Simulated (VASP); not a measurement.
## CaSe: band structure with TB-mBJ

**Experimental background.**

From a printed reference work, monograph, original work of 1988, for a bulk crystal of CaSe at 2 K: band gap 3.85 eV (indirect).

Crystal: CaSe.

```
Se Ca
1.0
     0.00000    2.95600    2.95600
     2.95600    0.00000    2.95600
     2.95600    2.95600    0.00000
Se Ca
1 1
Direct
  0.50000 0.50000 0.50000
  0.00000 0.00000 0.00000
```

| Quantity | Value |
| --- | --- |
| Program | VASP 6.6.1 |
| Task | band structure |
| Functional | TB-mBJ |
| Potentials or basis | VASP PAW PBE potentials, release 64 (Se, Ca_sv) |
| Cutoff | 520 eV |
| k mesh | 8 × 8 × 8 |
| Occupations | gaussian, width 0.02 eV |
| Spin | no spin polarisation |
| Ladder | gaps |
| Further INCAR settings | ALGO = Normal; EDIFF = 1e-06 |

| Quantity | Value |
| --- | --- |
| Band gap on the k mesh | 2.86 eV, indirect (least direct gap 3.70 eV) |
| Band gap along the path | 2.86 eV, indirect (least direct gap 3.70 eV) |

Levels at the corners of the path, in eV from the valence-band top:
```csv
point,band 6,band 7,band 8,band 9,band 10,band 11
Γ,0.00,0.00,0.00,4.34,4.34,4.34
X,-2.24,-0.84,-0.84,2.86,5.18,6.10
X,-2.24,-0.84,-0.84,2.86,5.18,6.10
W,-1.73,-1.73,-1.50,5.03,5.03,5.68
W,-1.73,-1.73,-1.50,5.03,5.03,5.68
K,-1.98,-1.78,-1.02,4.02,5.99,6.09
K,-1.98,-1.78,-1.02,4.02,5.99,6.09
Γ,0.00,0.00,0.00,4.34,4.34,4.34
Γ,0.00,0.00,0.00,4.34,4.34,4.37
L,-2.89,-1.11,-1.11,5.59,6.00,6.00
L,-2.89,-1.11,-1.11,5.59,6.00,6.00
U,-1.98,-1.78,-1.02,4.02,5.99,6.09
U,-1.98,-1.78,-1.02,4.02,6.00,6.09
W,-1.73,-1.73,-1.50,5.03,5.03,5.68
W,-1.73,-1.73,-1.50,5.03,5.03,5.68
L,-2.89,-1.11,-1.11,5.59,6.00,6.00
L,-2.89,-1.11,-1.11,5.59,6.00,6.00
K,-1.98,-1.78,-1.02,4.02,5.99,6.09
U,-1.98,-1.78,-1.02,4.02,5.99,6.09
X,-2.24,-0.84,-0.84,2.86,5.18,6.10
```

Wall time 2.1 min on 1 thread of Intel(R) Xeon(R) Platinum 8488C (Sapphire Rapids) (shared host), peak memory 0.21 GiB.

Measured gap of CaSe: 3.85 eV (indirect; 2 K; a printed reference work, monograph, original work of 1988). This calculation gives 2.86 eV (-0.99 eV). Spin-orbit coupling on Se is left out. The value is that of TB-mBJ, without temperature or zero-point motion.
